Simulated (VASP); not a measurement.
# P (R-3m) in VASP: notebook

Runs on P. Level: PBEsol. Tasks: single point.

Everything below comes from runs of VASP 6.6.1. Logs are shortened: lines on timing, memory, paths and dates and some standing lists are left out, and cuts for length are marked.

## (1) The cell of the first run

Symmetry: R-3m, No. 166, trigonal system. Conventional cell: a = 3.348 Å, b = 3.348 Å, c = 9.671 Å, α = 90.00°, β = 90.00°, γ = 120.00°. P (site symmetry 3m) is surrounded by 3 P at 2.26 Å.

This isn't the form of P at room conditions, which is orthorhombic.

## (2) Single point, PBEsol (strain -0.030 along x and y, +0.030 along z, atoms carried along)

INCAR

```
SYSTEM = P
PREC = Accurate
ENCUT = 520
EDIFF = 1E-7
ISMEAR = 0
SIGMA = 0.15
LREAL = .False.
LASPH = .True.
NELM = 100
ALGO = Fast
ISIF = 2
LWAVE = .False.
LCHARG = .True.
GGA = PS
LELF = .True.
LVHAR = .True.
NBANDS = 12
```

KPOINTS

```
regular mesh
0
Gamma
  18 18 18
  0 0 0
```

POSCAR

```
P
1.0
    1.6739534227      0.9664574592      3.2235704125
   -1.6739534227      0.9664574592      3.2235704125
    0.0000000000     -1.9329149184      3.2235704125
P
2
Direct
    0.2270802500      0.2270802500      0.2270802500
    0.7729197500      0.7729197500      0.7729197500
```

Potentials or basis: VASP PAW PBE potentials, release 64 (P).

Command:

```console
$ cat potpaw_PBE.64/P/POTCAR > POTCAR
$ mpirun -np 1 vasp_std > vasp.out
```

OUTCAR:

```text
SYSTEM = P
   PREC = Accurate
   ENCUT = 520
   EDIFF = 1E-7
   ISMEAR = 0
   LREAL = .False.
   LASPH = .True.
   NELM = 100
   ISIF = 2
   GGA = PS

 ion  position               nearest neighbor table
   1  0.227  0.227  0.227-   2 2.26   2 2.26   2 2.26   2 2.82   2 2.82   2 2.82
   2  0.773  0.773  0.773-   1 2.26   1 2.26   1 2.26   1 2.82   1 2.82   1 2.82

  LATTYP: Found a trigonal (rhomboedric) cell.
 ALAT       =     3.7586654927
 COS(alpha) =     0.6033117092

  Lattice vectors:

 A1 = (   1.6739534227,   0.9664574592,   3.2235704125)
 A2 = (  -1.6739534227,   0.9664574592,   3.2235704125)
 A3 = (   0.0000000000,  -1.9329149184,   3.2235704125)

Analysis of symmetry for initial positions (statically):
=====================================================================
 Subroutine PRICEL returns:
 Original cell was already a primitive cell.

 Routine SETGRP: Setting up the symmetry group for a
 trigonal (rhombohedral) supercell.

 Subroutine GETGRP returns: Found 12 space group operations
 (whereof 12 operations were pure point group operations)
 out of a pool of 12 trial point group operations.

The static configuration has the point symmetry D_3d.

Analysis of symmetry for dynamics (positions and initial velocities):
=====================================================================
 Subroutine PRICEL returns:
 Original cell was already a primitive cell.

 Routine SETGRP: Setting up the symmetry group for a
 trigonal (rhombohedral) supercell.

 Subroutine GETGRP returns: Found 12 space group operations
 (whereof 12 operations were pure point group operations)
 out of a pool of 12 trial point group operations.

The dynamic configuration has the point symmetry D_3d.

 Subroutine INISYM returns: Found 12 space group operations
 (whereof 12 operations are pure point group operations),
 and found     1 'primitive' translations

----------------------------------------------------------------------------------------

                                     Primitive cell

  volume of cell :      31.2906

  direct lattice vectors                    reciprocal lattice vectors
     1.673953423  0.966457459  3.223570412     0.298694093  0.172451115  0.103405011
    -1.673953423  0.966457459  3.223570412    -0.298694093  0.172451115  0.103405011
     0.000000000 -1.932914918  3.223570412     0.000000000 -0.344902230  0.103405011

  length of vectors
     3.758665493  3.758665493  3.758665493     0.360069639  0.360069639  0.360069639

[... 90 lines left out ...]
   PSTRESS=    0.0 pullay stress
   NELECT =      10.0000    total number of electrons
   NUPDOWN=      -1.0000    fix difference up-down
   EMIN   =  10.00;   EMAX   =-10.00  energy-range for DOS
   EFERMI =   0.00;   METHOD = LEGACY
   ISMEAR =     0;   SIGMA  =   0.15  broadening in eV -4-tet -1-fermi 0-gaus
   EFERMI_NEDOS =   21; number of points for ismear=-14 and -15
   IALGO  =     68    algorithm
   IMIX   =      4    mixing-type and parameters
     AMIX     =   0.40;   BMIX     =  1.00
     AMIX_MAG =   1.60;   BMIX_MAG =  1.00
  volume/ion in A,a.u.               =      15.65       105.58
  Fermi-wavevector in a.u.,A,eV,Ry     =   1.119275  2.115122 17.045048  1.252776
  Thomas-Fermi vector in A             =   2.255912
   LORBIT       =      0    0 simple, 1 ext, 2 COOP (PROOUT), +10 PAW based schemes
   GGA     = PS    functional components
   LHFCALC =     F    Hartree Fock is set to
   AEXX    =    0.0000 exact exchange contribution
   IVDW    =     0    specifies the selected vdW correction
   LEPSILON=     F    determine dielectric tensor
   LRPA    =     F    only Hartree local field effects (RPA)
 non-spin polarized calculation
 RMM-DIIS sequential band-by-band and
 Gauss-broadening in eV      SIGMA  =   0.15
  energy-cutoff  :      520.00
  volume of cell :       31.29
 maximum number of plane-waves:       864
   NGX = 13   NGY = 13   NGZ = 13

 number of electron      10.0000000 magnetization

 Free energy of the ion-electron system (eV)
  ---------------------------------------------------
  ext. energy  EPLUGINS =         0.00000000
  ---------------------------------------------------
  free energy    TOTEN  =       -11.52394815 eV

  energy without entropy =      -11.51873912  energy(sigma->0) =      -11.52134364

 E-fermi :   9.2684     XC(G=0): -11.0009

 val. band max:        9.2672386454   @ k =  -0.4444   0.5000   0.4444
 cond. band min:       9.2696378201   @ k =   0.5000   0.5000   0.0000
 fundamental gap:      0.0023991747
 Fermi energy:         9.2684392191

 k-point     1 :       0.0000    0.0000    0.0000
  band No.  band energies     occupation
      1      -7.5599      2.00000
      2       5.4359      2.00000
      3       5.5147      2.00000
      4       6.7219      2.00000
      5       6.7219      2.00000
      6      10.9409      0.00000
      7      12.0488      0.00000
      8      12.0488      0.00000
      9      15.4168      0.00000
     10      15.4168      0.00000
     11      16.6795      0.00000
     12      16.6814      0.00000
[... 331 lines left out ...]
 k-point    24 :      -0.2222    0.0556    0.0000
  band No.  band energies     occupation
      1      -6.5028      2.00000
      2       1.6867      2.00000
      3       5.4016      2.00000
      4       5.8668      2.00000
      5       7.3541      2.00000
      6      10.4619      0.00000
      7      10.7489      0.00000
      8      11.6141      0.00000
      9      14.6387      0.00000
     10      15.3128      0.00000
     11      16.9117      0.00000
     12      20.6395      0.00000

 [... further k-points ...]

------------------------ aborting loop because EDIFF is reached ----------------------------------------

  FORCE on cell =-STRESS in cart. coord.  units (eV):
  Direction    XX          YY          ZZ          XY          YZ          ZX
  --------------------------------------------------------------------------------------
  -------------------------------------------------------------------------------------
  Total        0.8803994      0.8803994     -0.1338781      0.0000000      0.0000000      0.0000000
  in kB       45.0791587     45.0791587     -6.8549727      0.0000000      0.0000000      0.0000000
  external PRESSURE =      27.7677816 kB  Pullay stress =       0.0000000 kB

 VOLUME and BASIS-vectors are now :
 -----------------------------------------------------------------------------
  energy-cutoff  :      520.00
  volume of cell :       31.29
      direct lattice vectors                 reciprocal lattice vectors
     1.673953423  0.966457459  3.223570412     0.298694093  0.172451115  0.103405011
    -1.673953423  0.966457459  3.223570412    -0.298694093  0.172451115  0.103405011
     0.000000000 -1.932914918  3.223570412     0.000000000 -0.344902230  0.103405011

 POSITION                                       TOTAL-FORCE (eV/Angst)
 -----------------------------------------------------------------------------------
      0.00000      0.00000      2.19603         0.000000      0.000000      0.385917
      0.00000      0.00000      7.47468         0.000000     -0.000000     -0.385917
 -----------------------------------------------------------------------------------
    total drift:                                0.000000     -0.000000     -0.000000

  FREE ENERGIE OF THE ION-ELECTRON SYSTEM (eV)
  ---------------------------------------------------
  free  energy   TOTEN  =       -11.5239481542 eV

  energy  without entropy=      -11.5187391235  energy(sigma->0) =      -11.52134364
```

stdout:

```text
POSCAR found type information on POSCAR P
 POSCAR found :  1 types and       2 ions
 scaLAPACK will be used
 -----------------------------------------------------------------------------
|                                                                             |
|                                                                             |
|     You enforced a specific xc type in the INCAR file but a different       |
|     I HOPE YOU KNOW WHAT YOU ARE DOING!                                     |
|                                                                             |
 -----------------------------------------------------------------------------

 LDA part: xc-table for (Slater+PW92), standard interpolation
 POSCAR, INCAR and KPOINTS ok, starting setup
 FFT: planning ... GRIDC
 FFT: planning ... GRID_SOFT
 FFT: planning ... GRID
 WAVECAR not read
 entering main loop
```

Wall time 90 s (1 thread of Intel Xeon 6975P-C (Granite Rapids), shared host); peak memory 0.28 GiB.

What came out:

- Free energy: -11.5239 eV
- Pressure: 2.8 GPa
- Largest force: 0.386 eV/Å
- Band gap on the k mesh: none (metal or under the smearing width)

Forces on the atoms (eV/Å):
```
P    0.000  0.000  0.386
P    0.000  0.000 -0.386
```

Caveat: the PAW data sets were made with another functional, which shifts forces and pressure a little.

## (3) Single point, PBEsol (strain -0.030 along x and y, +0.015 along z, atoms carried along)

INCAR

```
  ALGO = Fast
  EDIFF = 1E-7
  ENCUT = 520
  GGA = PS
  ISIF = 2
  ISMEAR = 0
  LASPH = True
  LCHARG = False
  LREAL = False
  LWAVE = False
  NBANDS = 12
  NELM = 100
  PREC = Accurate
  SIGMA = 0.15
```

KPOINTS

```
k-points
0
Gamma
  18 18 18
```

POSCAR

```
P
1.0
    1.6739534227      0.9664574592      3.1766252123
   -1.6739534227      0.9664574592      3.1766252123
    0.0000000000     -1.9329149184      3.1766252123
P
2
Direct
    0.2270802500      0.2270802500      0.2270802500
    0.7729197500      0.7729197500      0.7729197500
```

Potentials or basis: VASP PAW PBE potentials, release 64 (P).

Command:

```console
$ cat potpaw_PBE.64/P/POTCAR > POTCAR
$ mpirun -np 1 vasp_std > vasp.out
```

Run time: 88 s. Hardware: 1 thread of Intel Xeon 6975P-C (Granite Rapids), shared host; peak memory 0.27 GiB.

It converged, with:

```yaml
Free_energy: -11.5244 eV
Pressure: 4.0 GPa
Largest_force: 0.533 eV/Å
Band_gap_on_the_k_mesh: none (metal or under the smearing width)
```

Forces in eV/Å, atoms in the order of the input:
```
P    0.000  0.000  0.533
P    0.000  0.000 -0.533
```

Stress tensor (GPa, compression positive):
```
5.80 0.00 0.00
0.00 5.80 0.00
0.00 0.00 0.26
```

Levels at points of the mesh, in eV from the Fermi level:
```
           k point  band 3  band 4  band 5  band 6  band 7  band 8
(0.00, 0.00, 0.00)   -3.62   -2.66   -2.66    1.61    2.76    2.76
(0.50, 0.00, 0.00)   -3.90   -3.76   -0.87   -0.12    0.05    0.72
(0.50, 0.50, 0.00)   -6.83   -5.72   -5.35   -0.11    6.35    7.81
(0.50, 0.50, 0.50)   -2.60   -2.60    0.20    0.20    0.88    2.89
```

Caveat: the PAW data sets were made with another functional, which shifts forces and pressure a little.

[end of part 1 of 2]
